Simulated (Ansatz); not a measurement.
**What a trial cell of Pt relaxes into**

The calculation used DFT PBE, scalar-relativistic, plane waves, PAW in Ansatz. Cutoff 420 eV, Γ-centred k mesh, Gaussian smearing, no spin polarisation in the final step.

Pt was placed on the beta-tin structure type (I4_1/amd, No. 141), at a guessed volume.

```
Pt
1.0
    -2.45959    2.45959    1.34175
     2.45959   -2.45959    1.34175
     2.45959    2.45959   -1.34175
Pt
2
Direct
  0.00000 0.00000 0.00000
  0.75000 0.25000 0.50000
```

Cell and atoms relax at zero pressure; the relaxation can't lower the symmetry of the start. After a coarse first stage the cell is made exact in the group found at 0.06 Å.

Energies count from the standard state of Pt at the same level.

Which crystal results?

It keeps I4_1/amd (No. 141). The result has the beta-tin structure. Conventional cell: a = 5.035 Å, c = 2.706 Å. Pt has 6 Pt at 2.61–2.71 Å.

```
Pt
1.0
    -2.51747    2.51747    1.35307
     2.51747   -2.51747    1.35307
     2.51747    2.51747   -1.35307
Pt
2
Direct
  0.00000 0.00000 0.00000
  0.75000 0.25000 0.50000
```

What are its volume, energy, density and gap?

The volume per atom is 17.15 Å³. The density is 18.89 g/cm³. The energy over the standard structure is 0.30 eV/atom and the gap on the 22×22×22 mesh is 0 eV (a metal).

The final run used a 22×22×22 mesh on its 2-atom cell and 0.10 eV smearing. For metals, differences of a few meV/atom aren't resolved. Spin–orbit coupling is left out. Symmetry constrained the relaxation, so the result can be a saddle point. The steps took about 80 core-seconds in all.